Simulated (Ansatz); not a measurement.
Coordination and energy in low-dimensional Ag

The calculation used DFT PBE, scalar-relativistic, plane waves, PAW (Ansatz 0.2.0).

Cutoff 420 eV, Γ-centred meshes of like density (1×1×8 for the 14-atom cell), Gaussian smearing of 0.05 eV, energies at zero smearing and 0 K, each start's symmetry kept, no spin polarisation.

Bulk Ag (Fm-3m) has 12 nearest neighbours at 2.93 Å and a cohesive energy of 2.53 eV against the spin-polarised free atom. These structures stand in vacuum and were relaxed; neighbours count within 1.1 bulk bonds.

```tsv
start	atoms × neighbours	mean bond (Å)	energy over bulk (eV/atom)
[111] wire, 14 host atoms a period	6×5, 6×8, 2×9	2.87	0.65
[111] wire, 18 host atoms a period	4×5, 4×6, 2×7, 4×8, 2×9, 2×12	2.86	0.58
```

Task: Compare two estimates without free parameters: bonds of fixed strength, and a band energy that grows as the square root of coordination.

Result: With fixed bonds an atom with z neighbours loses E_coh(1 − z/12); in the second-moment picture the band narrows as √z and it loses E_coh(1 − √(z/12)). Averaged over the atoms, in eV:
```tsv
start	fixed bonds	square root	computed
[111] wire, 14 host atoms a period	1.08	0.63	0.65
[111] wire, 18 host atoms a period	0.98	0.57	0.58
```

The rms misses are 0.42 and 0.01 eV. Fixed bonds overshoot every row: the bonds that remain grow stronger when neighbours are missing, which the square root overdoes here, though it misses by less, and the bonds shorten by up to 2 %. What is left over reflects bond lengths, electronic shells, hybridisation and moments, which neither estimate holds.

Each run keeps its start's symmetry and one magnetic start, so lower states can exist.

Cost: 2 runs of about 19 core-minutes in all, on Intel Xeon 6975P-C (Granite Rapids) (shared hosts).